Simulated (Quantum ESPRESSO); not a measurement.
Crystal: AlAu.

```
Au Al
1.0
     3.22394    0.00000    0.00000
     0.00000    3.22394    0.00000
     0.00000    0.00000    3.22394
Au Al
1 1
Cartesian
  1.6120 1.6120 1.6120
  0.0000 0.0000 0.0000
```

The cell comes from a database or a generator and needn't be the stable form of this composition.

| Quantity | Value |
| --- | --- |
| Program | Quantum ESPRESSO 7.5 |
| Task | phonons |
| Functional | PBEsol |
| Potentials or basis | GBRV 1.5 PBEsol |
| Cutoff | 612 eV |
| Density cutoff | 4898 eV |
| k mesh | 8 × 8 × 8 |
| Occupations | cold, width 0.2 eV |
| Spin | no spin polarisation |
| Target pressure | 10 GPa |
| Mixing beta | 0.5 |
| Most SCF iterations | 120 |
| SCF threshold | 4e-10 Ry |

The cell and the atoms were relaxed first at 10 GPa, to 14.97 Å³/atom (a = 3.105 Å, b = 3.105 Å, c = 3.105 Å, α = 90.00°, β = 90.00°, γ = 90.00°), and the response was taken there.

Task: Where do the zone-centre optical modes lie?

Result: T1u at 204 cm⁻¹ (IR).

Optical modes at Γ, degenerate ones joined:
| cm⁻¹ | components | symmetry | active in |
| --- | --- | --- | --- |
| 204 | 3 | T1u | IR |

Caveat: the mesh is thin for the phonons of a metal; the cell is more than 3 GPa from zero pressure, which shifts response properties.
